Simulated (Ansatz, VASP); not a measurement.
One calculation of SiC (Moissanite 3C), two programs

File INCAR:

```
PREC     = Accurate       # precision mode
ENCUT    = 520            # plane-wave cutoff, eV
EDIFF    = 1E-6           # SCF threshold, eV
ISMEAR   = 0              # smearing method
SIGMA    = 0.05           # smearing width, eV
LREAL    = False          # projectors in reciprocal space
LASPH    = True           # aspherical terms in the spheres
NELM     = 100            # most SCF steps
ALGO     = Normal         # electronic algorithm
ISIF     = 2              # what is computed and relaxed
LWAVE    = False          # write WAVECAR
LCHARG   = True           # write CHGCAR
GGA      = PS             # functional
LELF     = True           # ELF
LVHAR    = True         
NBANDS   = 11             # bands
```

KPOINTS

```
regular mesh
0
Gamma
  18 18 18
```

File POSCAR:

```
SiC
1.0
    0.0000000000      2.1489640121      2.1489640121
    2.1489640121      0.0000000000      2.1489640121
    2.1489640121      2.1489640121      0.0000000000
Si C
1 1
Direct
    0.0000000000      0.0000000000      0.0000000000
    0.2500000000      0.2500000000      0.2500000000
```

Input for Ansatz:

```yaml
crystal:
  lattice:
    - [0.0, 2.1489640121, 2.1489640121]
    - [2.1489640121, 0.0, 2.1489640121]
    - [2.1489640121, 2.1489640121, 0.0]
  atoms:
    - { symbol: Si, position: [0.0, 0.0, 0.0] }
    - { symbol: C, position: [0.25, 0.25, 0.25] }
basis:
  ecutwfc: 420
  ecutrho_ratio: 4
kpoints:
  mp_grid: { grid: [18, 18, 18] }
hamiltonian:
  xc: pbesol
scf:
  occupations: { method: gaussian, width: 0.05 }
output:
  forces: true
  stress: true
  eigenvalues: true
```

Alike in both runs: task single point; functional PBEsol; k mesh 18 × 18 × 18; occupations gaussian, width 0.05 eV; no spin polarisation.

```csv
,VASP,Ansatz
version,VASP 6.6.1,Ansatz 0.2.0
potentials or method,"VASP PAW PBE potentials, release 64 (Si, C)","scalar-relativistic, plane waves, PAW"
plane-wave cutoff (eV),520,420
valence electrons in the cell,8,8
```

|  | VASP | Ansatz | Ansatz less VASP |
| --- | --- | --- | --- |
| gap on the k mesh at the Fermi level (eV) | 1.20 | 1.21 | +0.010 |
| least direct gap on the mesh (eV) | 4.49 | 4.50 | +0.010 |
| pressure (GPa) | 10.2 | 9.8 | -0.40 |

The functional is the same, so the differences come from potentials, cutoffs and numerics.

Caveats: the PAW data sets were made with another functional, which shifts forces and pressure a little (VASP). A k mesh can miss the band edges. A hybrid or GW would open this gap; PBEsol tends to underestimate it.
